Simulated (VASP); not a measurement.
# KCl (Fm-3m) in VASP: a series of runs

The runs below take KCl through relaxation of cell and atoms, with PBEsol+D3(BJ).

Everything below comes from runs of VASP 6.6.1. Logs are shortened: lines on timing, memory, paths and dates and some standing lists are left out, and cuts for length are marked.

### 1 The structure

Symmetry: Fm-3m, No. 225, cubic system. Conventional cell: a = 5.923 Å, b = 5.923 Å, c = 5.923 Å, α = 90.00°, β = 90.00°, γ = 90.00°. Around K (site symmetry m-3m) lie 6 Cl at 2.96 Å. Around Cl (site symmetry m-3m) lie 6 K at 2.96 Å.

### 2 Relaxation of cell and atoms, PBEsol+D3(BJ), target pressure 4 GPa, at which the enthalpy is minimised

INCAR reads:

```
PREC = Accurate
ENCUT = 520
EDIFF = 1E-7
ISMEAR = 0
SIGMA = 0.1
LREAL = F
LASPH = T
NELM = 60
ALGO = Normal
ISIF = 3
LWAVE = F
LCHARG = F
GGA = PS
IVDW = 12
IBRION = 2
NSW = 80
EDIFFG = -0.002
PSTRESS = 40
```

KPOINTS reads:

```
Automatic mesh
0
Gamma
  12 12 12
```

POSCAR reads:

```
KCl                                     
1.0
    0.0000000000      2.9614491628      2.9614491628
    2.9614491628      0.0000000000      2.9614491628
    2.9614491628      2.9614491628     -0.0000000000
  K               Cl            
     1     1
Direct
     0.0000000000000000    1.0000000000000000    1.0000000000000000
     0.5000000000000000    0.5000000000000000    0.5000000000000000
```

Potentials or basis: VASP PAW PBE potentials, release 64 (K_sv, Cl).

The run is started by

```sh
$ cat potpaw_PBE.64/K_sv/POTCAR potpaw_PBE.64/Cl/POTCAR > POTCAR
$ mpirun -np 1 vasp_std > vasp.out
```

OUTCAR:

```text
PREC = Accurate
   ENCUT = 520
   EDIFF = 1E-7
   ISMEAR = 0
   LREAL = F
   LASPH = T
   NELM = 60
   ISIF = 3
   GGA = PS
   IVDW = 12
   IBRION = 2
   NSW = 80
   EDIFFG = -0.002
   PSTRESS = 40
 IVDW          = 12

 ion  position               nearest neighbor table
   1  0.000  0.000  0.000-   2 2.96   2 2.96   2 2.96   2 2.96   2 2.96   2 2.96
   2  0.500  0.500  0.500-   1 2.96   1 2.96   1 2.96   1 2.96   1 2.96   1 2.96

  LATTYP: Found a face centered cubic cell.
 ALAT       =     5.9228983256

  Lattice vectors:

 A1 = (   0.0000000000,   2.9614491628,   2.9614491628)
 A2 = (   2.9614491628,   0.0000000000,   2.9614491628)
 A3 = (   2.9614491628,   2.9614491628,   0.0000000000)

Analysis of symmetry for initial positions (statically):
=====================================================================
 Subroutine PRICEL returns:
 Original cell was already a primitive cell.

 Routine SETGRP: Setting up the symmetry group for a
 face centered cubic supercell.

 Subroutine GETGRP returns: Found 48 space group operations
 (whereof 48 operations were pure point group operations)
 out of a pool of 48 trial point group operations.

The static configuration has the point symmetry O_h .

Analysis of symmetry for dynamics (positions and initial velocities):
=====================================================================
 Subroutine PRICEL returns:
 Original cell was already a primitive cell.

 Routine SETGRP: Setting up the symmetry group for a
 face centered cubic supercell.

 Subroutine GETGRP returns: Found 48 space group operations
 (whereof 48 operations were pure point group operations)
 out of a pool of 48 trial point group operations.

The dynamic configuration has the point symmetry O_h .

 Subroutine INISYM returns: Found 48 space group operations
 (whereof 48 operations are pure point group operations),
 and found     1 'primitive' translations

----------------------------------------------------------------------------------------

                                     Primitive cell

  volume of cell :      51.9449

  direct lattice vectors                    reciprocal lattice vectors
     0.000000000  2.961449163  2.961449163    -0.168836260  0.168836260  0.168836260
     2.961449163  0.000000000  2.961449163     0.168836260 -0.168836260  0.168836260
     2.961449163  2.961449163  0.000000000     0.168836260  0.168836260 -0.168836260

  length of vectors
     4.188121570  4.188121570  4.188121570     0.292432980  0.292432980  0.292432980

  position of ions in fractional coordinates (direct lattice)
     0.000000000  0.000000000  0.000000000
     0.500000000  0.500000000  0.500000000

  ion indices of the primitive-cell ions
   primitive index   ion index
                 1           1
                 2           2

----------------------------------------------------------------------------------------

 KPOINTS: Automatic mesh

Automatic generation of k-mesh.
 Grid dimensions read from file:
 generate k-points for:   12   12   12

 Generating k-lattice:

  Cartesian coordinates                     Fractional coordinates (reciprocal lattice)
    -0.014069688  0.014069688  0.014069688     0.083333333  0.000000000  0.000000000
     0.014069688 -0.014069688  0.014069688     0.000000000  0.083333333  0.000000000
     0.014069688  0.014069688 -0.014069688     0.000000000  0.000000000  0.083333333

  Length of vectors
     0.024369415  0.024369415  0.024369415

  Shift w.r.t. Gamma in fractional coordinates (k-lattice)
     0.000000000  0.000000000  0.000000000

 Subroutine IBZKPT returns following result:
 ===========================================

 Found     72 irreducible k-points:

 Following reciprocal coordinates:
            Coordinates               Weight
  0.000000  0.000000  0.000000      1.000000
  0.083333  0.000000  0.000000      8.000000
  0.166667  0.000000  0.000000      8.000000
  0.250000  0.000000  0.000000      8.000000
  0.333333  0.000000  0.000000      8.000000
  0.416667  0.000000  0.000000      8.000000
[... 16 lines left out ...]
  0.500000  0.166667  0.000000     24.000000
 -0.416667  0.166667  0.000000     24.000000
 [... further k-points ...]
   k-points           NKPTS =     72   k-points in BZ     NKDIM =     72   number of bands    NBANDS=     12
   number of dos      NEDOS =    301   number of ions     NIONS =      2
   total plane-waves  NPLWV =  32768
   dimension x,y,z NGX =    32 NGY =   32 NGZ =   32
   dimension x,y,z NGXF=    64 NGYF=   64 NGZF=   64
   ions per type =               1   1
   NGX,Y,Z   is equivalent  to a cutoff of  12.70, 12.70, 12.70 a.u.
   NGXF,Y,Z  is equivalent  to a cutoff of  25.40, 25.40, 25.40 a.u.
 SYSTEM =  unknown system
   PREC   = accura    normal or accurate (medium, high low for compatibility)
   ISTART =      0    job   : 0-new  1-cont  2-samecut
   ICHARG =      2    charge: 1-file 2-atom 10-const
   ISPIN  =      1    spin polarized calculation?
   LNONCOLLINEAR =      F non collinear calculations
   LSORBIT =      F    spin-orbit coupling
   LASPH  =      T    aspherical Exc in radial PAW
   ENCUT  =  520.0 eV  38.22 Ry    6.18 a.u.   7.79  7.79  7.79*2*pi/ulx,y,z
   NELM   =     60;   NELMIN=  2; NELMDL= -5     # of ELM steps
   EDIFF  = 0.1E-06   stopping-criterion for ELM
   LREAL  =      F    real-space projection
   EDIFFG = -.2E-02   stopping-criterion for IOM
   NSW    =     80    number of steps for IOM
   IBRION =      2    ionic relax: 0-MD 1-quasi-New 2-CG
   NFREE  =      1    steps in history (QN), initial steepest desc. (CG)
   ISIF   =      3    stress and relaxation
   ISYM   =      2    0-nonsym 1-usesym 2-fastsym
   POTIM  = 0.5000    time-step for ionic-motion
   TEBEG  =    0.0;   TEEND  =   0.0 temperature during run
   PSTRESS=   40.0 pullay stress
   NELECT =      16.0000    total number of electrons
   NUPDOWN=      -1.0000    fix difference up-down
   EMIN   =  10.00;   EMAX   =-10.00  energy-range for DOS
   EFERMI =   0.00;   METHOD = LEGACY
   ISMEAR =     0;   SIGMA  =   0.10  broadening in eV -4-tet -1-fermi 0-gaus
   EFERMI_NEDOS =   21; number of points for ismear=-14 and -15
   IALGO  =     38    algorithm
   IMIX   =      4    mixing-type and parameters
     AMIX     =   0.40;   BMIX     =  1.00
     AMIX_MAG =   1.60;   BMIX_MAG =  1.00
  volume/ion in A,a.u.               =      25.97       175.27
  Fermi-wavevector in a.u.,A,eV,Ry     =   1.105606  2.089293 16.631293  1.222366
  Thomas-Fermi vector in A             =   2.242096
   LORBIT       =      0    0 simple, 1 ext, 2 COOP (PROOUT), +10 PAW based schemes
   GGA     = PS    functional components
   LHFCALC =     F    Hartree Fock is set to
   AEXX    =    0.0000 exact exchange contribution
   IVDW    =    12    specifies the selected vdW correction
   LEPSILON=     F    determine dielectric tensor
   LRPA    =     F    only Hartree local field effects (RPA)
 conjugate gradient relaxation of ions
 non-spin polarized calculation
 Gauss-broadening in eV      SIGMA  =   0.10
  energy-cutoff  :      520.00
  volume of cell :       51.94
 maximum number of plane-waves:      1424
   NGX = 15   NGY = 15   NGZ = 15

--------------------------------------- Ionic step        1  -------------------------------------------

 number of electron      15.9999999 magnetization

 Free energy of the ion-electron system (eV)
  ---------------------------------------------------
  ext. energy  EPLUGINS =         0.00000000
  ---------------------------------------------------
  free energy    TOTEN  =        -6.91324627 eV

  energy without entropy =       -6.91324627  energy(sigma->0) =       -6.91324627

------------------------ aborting loop because EDIFF is reached ----------------------------------------

 Edisp (eV)   -0.45283

 E8    (eV) :    -0.3074

  FORCE on cell =-STRESS in cart. coord.  units (eV):
  Direction    XX          YY          ZZ          XY          YZ          ZX
  --------------------------------------------------------------------------------------
  -------------------------------------------------------------------------------------
  Total       0.97214     0.97214     0.97214     0.00000    -0.00000    -0.00000
  in kB      29.98448    29.98448    29.98448     0.00000    -0.00000    -0.00000
  external pressure =      -10.02 kB  Pullay stress =       40.00 kB
[... 65 lines left out ...]
  enthalpy is  TOTEN    =        -6.0734807078 eV   P V=        1.2666221690

--------------------------------------- Ionic step        3  -------------------------------------------

 number of electron      16.0000001 magnetization

 Free energy of the ion-electron system (eV)
  ---------------------------------------------------
  ext. energy  EPLUGINS =         0.00000000
  ---------------------------------------------------
  free energy    TOTEN  =        -6.87158936 eV

  energy without entropy =       -6.87158936  energy(sigma->0) =       -6.87158936

 E-fermi :  -0.4725     XC(G=0):  -8.6538

 val. band max:       -0.9374001285   @ k =   0.0000   0.0000   0.0000
 cond. band min:       4.8372360782   @ k =   0.0000   0.0000   0.0000
 fundamental gap:      5.7746362067
 Fermi energy:        -0.4724593089

 k-point     1 :       0.0000    0.0000    0.0000
  band No.  band energies     occupation
      1     -27.5505      2.00000
      2     -13.3188      2.00000
      3     -11.0779      2.00000
      4     -11.0779      2.00000
      5     -11.0779      2.00000
      6      -0.9374      2.00000
      7      -0.9374      2.00000
      8      -0.9374      2.00000
      9       4.8372      0.00000
     10       7.3408      0.00000
     11       7.3408      0.00000
     12       7.3408      0.00000
[... 331 lines left out ...]
 k-point    24 :      -0.4167    0.1667    0.0000
  band No.  band energies     occupation
      1     -27.5152      2.00000
      2     -13.5489      2.00000
      3     -11.1770      2.00000
      4     -11.1084      2.00000
      5     -10.7683      2.00000
      6      -2.2519      2.00000
      7      -1.4944      2.00000
      8      -1.4723      2.00000
      9       7.1508      0.00000
     10       7.9735      0.00000
     11       9.8845      0.00000
     12       9.9315      0.00000

 [... further k-points ...]

------------------------ aborting loop because EDIFF is reached ----------------------------------------

 Edisp (eV)   -0.46537

 E8    (eV) :    -0.3160

  FORCE on cell =-STRESS in cart. coord.  units (eV):
  Direction    XX          YY          ZZ          XY          YZ          ZX
  --------------------------------------------------------------------------------------
  -------------------------------------------------------------------------------------
  Total       1.26240     1.26240     1.26240     0.00000     0.00000     0.00000
  in kB      39.96734    39.96734    39.96734     0.00000     0.00000     0.00000
  external pressure =       -0.03 kB  Pullay stress =       40.00 kB
[... 17 lines left out ...]
  FREE ENERGIE OF THE ION-ELECTRON SYSTEM (eV)
  ---------------------------------------------------
  free  energy   TOTEN  =        -7.3369550360 eV

  energy  without entropy=       -7.3369550360  energy(sigma->0) =       -7.33695504

  enthalpy is  TOTEN    =        -6.0735245073 eV   P V=        1.2634305286

 reached required accuracy - stopping structural energy minimisation
```

Run time: 46 s. Hardware: 1 thread of Intel Xeon Platinum 8488C (Sapphire Rapids), shared host; peak memory 0.22 GiB.

Results:

- Free energy: -7.3370 eV
- Relaxed volume: 25.30 Å³/atom
- Relaxed cell: a = 4.152 Å, b = 4.152 Å, c = 4.152 Å, α = 60.00°, β = 60.00°, γ = 60.00°
- Space group after relaxing (to 0.05 Å): Fm-3m (No. 225)
- Energy change on relaxing (the enthalpy is what falls): +14.6 meV/atom
- Ionic steps: 3
- Pressure after relaxing: 4.0 GPa
- Band gap on the k mesh: 5.77 eV, direct
- Dispersion energy per atom: -0.233 eV

The path:
| step | energy change (eV) | largest force (eV/Å) | pressure (GPa) | volume (Å³) |
| --- | --- | --- | --- | --- |
| 1 | 0.0000 | 0.0000 | 3.00 | 51.94 |
| 2 | 0.0260 | 0.0000 | 3.90 | 50.73 |
| 3 | 0.0291 | 0.0000 | 4.00 | 50.61 |

Final structure:
```
K Cl
1.0
     0.00000    2.93578    2.93578
     2.93578    0.00000    2.93578
     2.93578    2.93578    0.00000
K Cl
1 1
Direct
  0.00000 0.00000 0.00000
  0.50000 0.50000 0.50000
```

Caveat: the cell is relaxed towards a set pressure, so the enthalpy falls and the energy may rise; the PAW data sets were made with another functional, which shifts forces and pressure a little. A k mesh can miss the band edges.

### 3 Relaxation of cell and atoms, PBEsol+D3(BJ), target pressure 4 GPa, at which the enthalpy is minimised

This run uses another cell than the first one, of 25.30 Å³/atom, 0.974 times its volume.

INCAR is that of step 2.

KPOINTS is that of step 2.

POSCAR reads:

```
KCl                                     
1.0
    0.0000000000      2.9357832436      2.9357832436
    2.9357832436     -0.0000000000      2.9357832436
    2.9357832436      2.9357832436     -0.0000000000
  K               Cl            
     1     1
Direct
     0.0000000000000000    0.0000000000000000    0.0000000000000000
     0.5000000000000000    0.5000000000000000    0.5000000000000000
```

Potentials or basis: VASP PAW PBE potentials, release 64 (K_sv, Cl).

The run is started by

```sh
$ cat potpaw_PBE.64/K_sv/POTCAR potpaw_PBE.64/Cl/POTCAR > POTCAR
$ mpirun -np 1 vasp_std > vasp.out
```

It took 19 s on 1 thread of Intel Xeon Platinum 8488C (Sapphire Rapids), shared host; peak memory 0.2 GiB.

The run converged. Its results:

```yaml
Free_energy: -7.3365 eV
Pressure_after_relaxing: 4.0 GPa
Band_gap_on_the_k_mesh: 5.77 eV, direct
Dispersion_energy_per_atom: -0.233 eV
```

Final structure:
```xyz
2
Lattice="0.0000 2.9358 2.9358 2.9358 0.0000 2.9358 2.9358 2.9358 0.0000" Properties=species:S:1:pos:R:3 pbc="T T T"
K     0.0000    0.0000    0.0000
Cl    2.9358    2.9358    2.9358
```

Levels at points of the mesh, in eV from the valence-band top:
```tsv
k point	band 5	band 6	band 7	band 8	band 9	band 10	band 11	band 12
(0.00, 0.00, 0.00)	-10.14	0.00	0.00	0.00	5.77	8.28	8.28	8.28
(0.50, 0.00, 0.00)	-9.72	-1.52	-0.55	-0.55	7.98	9.25	11.11	11.11
(0.50, 0.50, 0.00)	-10.27	-0.79	-0.26	-0.26	6.08	9.19	10.51	11.16
```

Caveat: the relaxation stopped at its first step, so nothing moved; the cell is relaxed towards a set pressure, so the enthalpy falls and the energy may rise; the PAW data sets were made with another functional, which shifts forces and pressure a little. A k mesh can miss the band edges.
